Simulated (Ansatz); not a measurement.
A run of Ansatz 0.2.0:

The input input.yaml:

```yaml
crystal:
  lattice:
    - [4.99495987, 0.0, 0.0]
    - [0.0, 4.99495987, 0.0]
    - [0.0, 0.0, 3.40900096]
  atoms:
    - { symbol: Pb, position: [0.5, 0.5, 0.5] }
    - { symbol: Pb, position: [0.0, 0.0, 0.0] }
    - { symbol: O, position: [0.69257104, 0.69257104, 0.0] }
    - { symbol: O, position: [0.80742896, 0.19257104, 0.5] }
    - { symbol: O, position: [0.19257104, 0.80742896, 0.5] }
    - { symbol: O, position: [0.30742896, 0.30742896, 0.0] }
hamiltonian:
  xc: pbesol
  pseudopotentials: { kind: paw }
kpoints:
  mp_grid: { grid: [6, 6, 8] }
scf:
  occupations: { method: fermi_dirac, width: 0.05 }
output:
  forces: true
  stress: true
  eigenvalues: true
relax:
  f_tol: 0.01
  max_steps: 40
  cell: { stress_tol: 0.05, p_target: 20.0 }
```

Potentials or basis: Ansatz PAW.

Run with:

```console
$ ansatz run input.yaml --threads 2 --pin off --max-ram 5632MiB --backend cpu --events-out ev --progress --plain --runs-dir out
```

Hardware: 2 threads of Intel(R) Xeon(R) Processor @ 2.50GHz (Skylake/Cascade Lake) (shared host).

**Question.** How long does it take, and how much memory?

**Answer.** It took 82 s on 2 threads of Intel(R) Xeon(R) Processor @ 2.50GHz (Skylake/Cascade Lake) (shared host), peak memory 0.46 GiB. Counts: scf iterations 51, plane waves 1475, k points 50, bands 32, ion steps 9.
